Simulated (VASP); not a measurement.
The system is Te.

```
CELL_PARAMETERS angstrom
4.45400 0.00000 0.00000
-2.22700 3.85728 0.00000
0.00000 0.00000 5.92400
ATOMIC_POSITIONS crystal
Te 0.26900 0.00000 0.33333
Te 0.00000 0.26900 0.66667
Te 0.73100 0.73100 0.00000
```

- Program: VASP 6.6.1
- Task: relaxation of cell and atoms
- Functional: r2SCAN
- Potentials or basis: VASP PAW PBE potentials, release 64 (Te)
- Cutoff: 600 eV
- k mesh: 9 × 9 × 6
- Occupations: gaussian, width 0.03 eV
- Spin: no spin polarisation

At the start: pressure 0.9 GPa; volume 33.93 Å³/atom.

Problem. Where does the relaxation end?

Solution. Over 13 steps the energy falls by 7.4 meV/atom and the volume is 36.22 Å³/atom (+6.8 %); space group P3_121 (No. 152, to 0.05 Å).

The path:
| step | energy change (eV) | largest force (eV/Å) | pressure (GPa) | volume (Å³) |
| --- | --- | --- | --- | --- |
| 1 | 0.0000 | 0.0602 | 0.91 | 101.78 |
| 2 | -0.0052 | 0.1899 | -0.40 | 104.64 |
| 3 | -0.0060 | 0.1557 | -0.06 | 103.86 |
| 4 | -0.0098 | 0.1346 | -0.05 | 104.34 |
| 5 | -0.0180 | 0.0608 | 0.05 | 105.79 |
| 6 | -0.0185 | 0.1399 | 0.47 | 108.70 |
| 7 | -0.0211 | 0.0335 | 0.24 | 107.26 |
| 8 | -0.0202 | 0.0541 | -0.46 | 109.60 |
| 9 | -0.0217 | 0.0000 | -0.03 | 108.15 |
| 10 | -0.0217 | 0.0018 | -0.04 | 108.20 |
| 11 | -0.0220 | 0.0005 | -0.04 | 108.47 |
| 12 | -0.0221 | 0.0003 | -0.03 | 108.62 |
| 13 | -0.0221 | 0.0009 | 0.00 | 108.67 |

Final structure:
```
Te
1.0
     4.60662    0.00000    0.00000
    -2.30331    3.98945    0.00000
     0.00000    0.00000    5.91302
Te
3
Direct
  0.25513 0.00000 0.33333
  0.00000 0.25513 0.66667
  0.74487 0.74487 0.00000
```

Caveat: the PAW data sets were made with another functional, which shifts forces and pressure a little.
